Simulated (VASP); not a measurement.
Output of a VASP run:

**OUTCAR**
```
 ion  position               nearest neighbor table
   1  0.000  0.000  0.000-   3 2.57   3 2.57   3 2.57   2 2.57   3 2.57   2 2.57   2 2.57   2 2.57
  LATTYP: Found a face centered cubic cell.
 ALAT       =     5.9312068162
 Subroutine PRICEL returns:
 Original cell was already a primitive cell.
 Subroutine GETGRP returns: Found 48 space group operations
The static configuration has the point symmetry O_h .
The dynamic configuration has the point symmetry O_h .
 Subroutine INISYM returns: Found 48 space group operations
 Subroutine IBZKPT returns following result:
 Found     20 irreducible k-points:

 Following reciprocal coordinates:
            Coordinates               Weight
  0.000000  0.000000  0.000000      1.000000
  0.142857  0.000000  0.000000      8.000000
  0.285714  0.000000  0.000000      8.000000
  0.428571  0.000000  0.000000      8.000000
  0.142857  0.142857  0.000000      6.000000
  0.285714  0.142857  0.000000     24.000000
  0.428571  0.142857  0.000000     24.000000
 -0.428571  0.142857  0.000000     24.000000
 -0.285714  0.142857  0.000000     24.000000
 -0.142857  0.142857  0.000000     12.000000
  0.285714  0.285714  0.000000      6.000000
  0.428571  0.285714  0.000000     24.000000
 -0.428571  0.285714  0.000000     24.000000
 -0.285714  0.285714  0.000000     12.000000
  0.428571  0.428571  0.000000      6.000000
 -0.428571  0.428571  0.000000     12.000000
  0.428571  0.285714  0.142857     24.000000
 -0.428571  0.285714  0.142857     48.000000
 -0.428571  0.428571  0.142857     24.000000
 -0.285714  0.428571  0.142857     24.000000
   k-points           NKPTS =     20   k-points in BZ     NKDIM =     20   number of bands    NBANDS=     16
   number of dos      NEDOS =    301   number of ions     NIONS =      3
   total plane-waves  NPLWV =  46656
   dimension x,y,z NGX =    36 NGY =   36 NGZ =   36
   dimension x,y,z NGXF=    72 NGYF=   72 NGZF=   72
   ions per type =               1   2
   PREC   = accura    normal or accurate (medium, high low for compatibility)
   ISTART =      0    job   : 0-new  1-cont  2-samecut
   ICHARG =      2    charge: 1-file 2-atom 10-const
   ISPIN  =      1    spin polarized calculation?
   LNONCOLLINEAR =      F non collinear calculations
   LSORBIT =      F    spin-orbit coupling
   INIWAV =      1    electr: 0-lowe 1-rand  2-diag
   ENCUT  =  620.0 eV  45.57 Ry    6.75 a.u.   8.51  8.51  8.51*2*pi/ulx,y,z
   NELM   =    100;   NELMIN=  2; NELMDL= -5     # of ELM steps
   EDIFF  = 0.1E-05   stopping-criterion for ELM
   LREAL  =      F    real-space projection
   NLSPLINE    = F    spline interpolate recip. space projectors
   LMAXMIX     =    4 max onsite mixed and CHGCAR
   VOSKOWN=      0    Vosko Wilk Nusair interpolation
   EDIFFG = -.2E-01   stopping-criterion for IOM
   NSW    =     40    number of steps for IOM
   NBLOCK =      1;   KBLOCK =     40    inner block; outer block
   IBRION =      2    ionic relax: 0-MD 1-quasi-New 2-CG
   NFREE  =      1    steps in history (QN), initial steepest desc. (CG)
   ISIF   =      3    stress and relaxation
   ISYM   =      2    0-nonsym 1-usesym 2-fastsym
   TEIN   =    0.0    initial temperature
   TEBEG  =    0.0;   TEEND  =   0.0 temperature during run
   SMASS  =  -3.00    Nose mass-parameter (am)
   PSTRESS=  100.0 pullay stress
   NELECT =      24.0000    total number of electrons
   EFERMI =   0.00;   METHOD = LEGACY
   ISMEAR =     0;   SIGMA  =   0.05  broadening in eV -4-tet -1-fermi 0-gaus
   IALGO  =     38    algorithm
   LDIAG  =      T    sub-space diagonalisation (order eigenvalues)
   IMIX   =      4    mixing-type and parameters
     AMIX     =   0.40;   BMIX     =  1.00
     AMIX_MAG =   1.60;   BMIX_MAG =  1.00
     AMIN     =   0.10
   GGA     = PS    functional components
   VOSKOWN =     0    Vosko Wilk Nusair interpolation
   LHFCALC =     F    Hartree Fock is set to
   LHFONE  =     F    Hartree Fock one center treatment
   AEXX    =    0.0000 exact exchange contribution
...
```

File OSZICAR:
```
       N       E                     dE             d eps       ncg     rms          rms(c)
DAV:   1     0.163948216684E+03    0.16395E+03   -0.15165E+04   640   0.165E+03
DAV:   2    -0.129878611672E+02   -0.17694E+03   -0.17296E+03   840   0.314E+02
DAV:   3    -0.188404474475E+02   -0.58526E+01   -0.58465E+01   824   0.648E+01
DAV:   4    -0.189313948255E+02   -0.90947E-01   -0.90937E-01   840   0.739E+00
DAV:   5    -0.189345263238E+02   -0.31315E-02   -0.31315E-02   856   0.866E-01    0.926E+00
DAV:   6    -0.174424193354E+02    0.14921E+01   -0.76301E+00   640   0.244E+01    0.546E+00
DAV:   7    -0.174343496735E+02    0.80697E-02   -0.38352E-01   800   0.542E+00    0.288E+00
DAV:   8    -0.174390835672E+02   -0.47339E-02   -0.59113E-02   720   0.282E+00    0.360E-01
DAV:   9    -0.174431198958E+02   -0.40363E-02   -0.22641E-02   744   0.112E+00    0.142E-01
DAV:  10    -0.174456594758E+02   -0.25396E-02   -0.49318E-03   664   0.498E-01    0.668E-02
DAV:  11    -0.174457127624E+02   -0.53287E-04   -0.34441E-04   832   0.158E-01    0.243E-02
DAV:  12    -0.174457192912E+02   -0.65288E-05   -0.48415E-05   688   0.549E-02    0.563E-03
DAV:  13    -0.174457198243E+02   -0.53309E-06   -0.67077E-06   848   0.191E-02
   1 F= -.14189913E+02 E0= -.14189913E+02  d E =-.141899E+02
```

### OUTCAR
```
------------------------ aborting loop because EDIFF is reached ----------------------------------------
  FORCE on cell =-STRESS in cart. coord.  units (eV):
  Direction    XX          YY          ZZ          XY          YZ          ZX
  --------------------------------------------------------------------------------------
  Total        3.2716437      3.2716437      3.2716437     -0.0000000      0.0000000     -0.0000000
  in kB      100.4864178    100.4864178    100.4864178     -0.0000000      0.0000000     -0.0000000
  external PRESSURE =       0.4864178 kB  Pullay stress =     100.0000000 kB
  volume of cell :       52.16
      direct lattice vectors                 reciprocal lattice vectors
     0.000000000  2.965603408  2.965603408    -0.168599752  0.168599752  0.168599752
     2.965603408  0.000000000  2.965603408     0.168599752 -0.168599752  0.168599752
     2.965603408  2.965603408  0.000000000     0.168599752  0.168599752 -0.168599752
 POSITION                                       TOTAL-FORCE (eV/Angst)
 -----------------------------------------------------------------------------------
      0.00000      0.00000      0.00000        -0.000000      0.000000     -0.000000
      1.48280      1.48280      1.48280         0.000000     -0.000000      0.000000
      4.44841      4.44841      4.44841         0.000000      0.000000      0.000000
 -----------------------------------------------------------------------------------
    total drift:                                0.000000      0.000000      0.000000
  FREE ENERGIE OF THE ION-ELECTRON SYSTEM (eV)
  ---------------------------------------------------
  free  energy   TOTEN  =       -17.4457198243 eV

  energy  without entropy=      -17.4457198243  energy(sigma->0) =      -17.44571982
  enthalpy is  TOTEN    =       -14.1899129963 eV   P V=        3.2558068280

 reached required accuracy - stopping structural energy minimisation
```
(Selected blocks of OUTCAR.)

### POSCAR
```
BaF2
1
    0.0000000000     2.9656034081     2.9656034081
    2.9656034081     0.0000000000     2.9656034081
    2.9656034081     2.9656034081    -0.0000000000
Ba F
1 2
Direct
  0.0000000000   0.0000000000   0.0000000000
  0.2500000000   0.2500000000   0.2500000000
  0.7500000000   0.7500000000   0.7500000000
```

Task: Write an INCAR and KPOINTS that could have produced this output.

Result: This is not unique; one that fits is the input of the run itself, PBEsol GGA, plane waves, VASP's PBE PAW potentials (set 64).

KPOINTS:
```
Automatic mesh
0
Gamma
7 7 7
0 0 0
```

INCAR:
```
SYSTEM = BaF2
PREC = Accurate
ENCUT = 620
EDIFF = 1E-6
NELM = 100
ALGO = Normal
LREAL = .FALSE.
LASPH = .TRUE.
ISMEAR = 0
SIGMA = 0.05
GGA = PS
LMAXMIX = 4
LWAVE = .FALSE.
LCHARG = .FALSE.
IBRION = 2
ISIF = 3
NSW = 40
EDIFFG = -0.02
PSTRESS = 100
```

POTCAR, in this order: Ba_sv F (PBE.64 set). Program: vasp_std.

The compound is BaF2 in the fluorite structure. It was relaxed first under an external pressure of 10 GPa.
